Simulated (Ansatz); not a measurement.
**TiAl: strain energy, fitted**

TiAl, P4/mmm, a = 2.795 Å, c = 4.041 Å. The structure is a Materials Project entry; whether it is the stable form wasn't checked. Ansatz: PBEsol, PAW, 420 eV, Γ-centred 18×18×14 mesh on 2 atoms, Gaussian smearing 0.10 eV; no spin polarisation. Series: biaxial strain in the a-b plane, c and atoms relaxed; x is the strain in per cent. y is the free energy over the unstrained cell, V0 = 15.781 Å³/atom.

| x (%) | y (meV/atom) |
| --- | --- |
| -4.5 | ? |
| -3.0 | 16.83 |
| -1.5 | 4.10 |
| 0.0 | 0.00 |
| 1.5 | 3.69 |
| 3.0 | 13.41 |
| 4.5 | 28.21 |

Task: Fit y = c2 x² + c3 x³ to the other rows, turn c2 into a modulus, and predict the missing energy.

Result: Least squares on the rows shown. y = 1.6817 x² − 0.064000 x³. In eV per unit strain² c2 is 16.82; M is the biaxial modulus (E = M V0 ε²): 16.82 × 160.2 / (15.781) = 171 GPa. At x = -4.5 the fit asked for gives 39.89 meV/atom. The run gave 38.76 meV/atom, so the fit is 1.13 meV/atom too high, 2.9 % of the span of the series, against an rms of 0.07 meV/atom on the fitted rows. The row lies outside the fitted range. With a term in x⁴ added, a fit to the same known rows predicts 39.60 meV/atom, which recovers part of the miss; the known rows don't hold the rest.